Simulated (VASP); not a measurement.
Data:

```xyz
4
Lattice="1.8163 -3.1460 0.0000 1.8163 3.1460 0.0000 0.0000 0.0000 3.8662" Properties=species:S:1:pos:R:3 pbc="T T T"
Li     1.8163     1.0487     0.0000
Li     1.8163    -1.0487     0.0000
Li     0.0000     0.0000     1.9331
N      0.0000     0.0000     3.8662
```

Level of theory: PBE GGA, VASP's PBE PAW potentials (set 64) (plane waves; VASP 6.6.1). Run with 520 eV cut-off, Gaussian smearing of 0.050 eV, potentials Li_sv N.

Question: Give the energies of bands 5 to 9 at the high-symmetry points, in eV from the valence-band maximum.

Answer: 
```csv
band,Γ,M,K,A,L,H
5,-1.55,-2.31,-1.96,-2.71,-1.41,-1.29
6,-0.20,-1.22,-1.96,0.00,-0.93,-1.29
7,-0.20,-0.75,-0.65,0.00,-0.69,-0.39
8,1.07,4.49,5.24,3.97,1.16,2.41
9,7.32,4.67,5.24,6.74,5.93,2.41
```

The gap is indirect, 1.07 eV, from the valence maximum at A to the conduction minimum at Γ.

Measured: gap 2.15 eV at 4 K (computed value off by -1.08 eV), as given by H. Brendecke et al., Journal of Applied Physics (1979), doi:10.1063/1.326533.

The compound is Li3N in the alpha structure. It was relaxed first.
